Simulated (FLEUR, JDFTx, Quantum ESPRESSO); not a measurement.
Programs and potentials compared: the bulk modulus of 10 crystals

The same calculation (PBE, Γ-centred k mesh with a spacing near 0.25 Å⁻¹, Fermi-Dirac smearing of 0.05 eV, no spin-orbit coupling) was run on each cell with:

- A: Quantum ESPRESSO, SSSP 1.3 efficiency PBE, cutoffs 748 to 952 eV
- B: JDFTx, PseudoDojo-SR-PBE-0.5-standard, cutoffs 789 to 1197 eV
- C: FLEUR, all-electron

Moduli come from Birch-Murnaghan fits over scaled cells with fixed shape and fractions, which off cubic symmetry can lie above the relaxed values. Not every cell is the stable form of its formula. Spin polarisation and spin-orbit coupling are off unless named. Started with parallel moments: V.

| crystal | A (GPa) | B (GPa) | C (GPa) |
| --- | --- | --- | --- |
| NaI (Fm-3m) | 15.14 | 15.10 | 15.12 |
| GaP (F-43m) | 76.81 | 76.75 | 76.84 |
| Hf (P6_3/mmc, 2 atoms) | 108.16 | 108.15 | 106.55 |
| V (Im-3m) | 180.43 | 180.27 | 180.47 |
| Ta (Im-3m) | 195.07 | 194.69 | 193.22 |
| ZrB2 (P6/mmm, 3 atoms) | 238.57 | 238.65 | 239.07 |
| HfB2 (P6/mmm, 3 atoms) | 251.21 | 251.31 | 249.77 |
| HfN (Fm-3m) | 265.75 | 265.79 | 263.26 |
| Tc (P6_3/mmc, 2 atoms) | 298.24 | 298.71 | 299.43 |
| BN (P6_3mc, 4 atoms) | 371.50 | 371.43 | 371.72 |

Against the all-electron result, the mean absolute deviation is A 0.49, B 0.47 %. The largest single deviation is +1.51 %, for Hf in A. The figures use the values as printed. The all-electron reference has errors of its own basis, so a deviation may be partly its. Meshes of this size aren't converged for metals, which the comparison doesn't need. The functional is the same throughout, so these differences measure potentials, basis sets and numerical settings.

The two pseudopotential sets agree more closely with each other than with the all-electron result wherever Hf or Ta is present. All four of these crystals come out stiffer in A and B, and they show the largest relative deviations. The isostructural diborides tie the offset to the metal rather than to the boride bonding: HfB2 lies above the reference, ZrB2 slightly below it. The common element is a filled f shell beneath the valence d states, so the offset probably stems from how that shell and the semicore states are described, on either side of the comparison. Close agreement between A and B is therefore no proof of accuracy for these elements.

The differences are nevertheless small beside the chemical range, and all three columns give the same order. NaI is soft because large, singly charged ions bind weakly per volume, while BN is stiff through short, strongly directional covalent bonds. Among the elemental metals, Hf is softest because its few d electrons only partly fill the bonding states.
